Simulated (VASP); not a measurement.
Crystal: Nb.

```
Nb
1.0
     2.83219    0.00000    0.00000
    -1.41609    2.45275    0.00000
     0.00000    0.00000    5.18149
Nb
2
Cartesian
  0.0000 1.6352 1.2954
  1.4161 0.8176 3.8861
```

This isn't the form of Nb at room conditions, which is bcc.

Base run:

- Program: VASP 6.6.1
- Functional: PBEsol
- Potentials or basis: VASP PAW PBE potentials, release 64 (Nb_sv)
- Cutoff: 520 eV
- k mesh: 27 × 27 × 12
- Occupations: gaussian, width 0.1 eV
- Spin: no spin polarisation

Its results: band gap on the k mesh none (metal or under the smearing width); pressure 0.1 GPa.

**Question.** After a change of settings the same cell gave: band gap on the k mesh none (metal or under the smearing width); pressure 5.1 GPa. Which change was it?
A. functional from PBEsol to r2SCAN; k mesh from 27 × 27 × 12 to 18 × 18 × 10
B. k mesh from 27 × 27 × 12 to 18 × 18 × 10; occupations from gaussian, width 0.1 eV to gaussian, width 0.5 eV
C. cutoff from 520 eV to 700 eV; k mesh from 27 × 27 × 12 to 18 × 18 × 10

**Answer.** A.

Caveats: the PAW data sets were made with another functional, which shifts forces and pressure a little.

Not every run made on this cell is shown here.
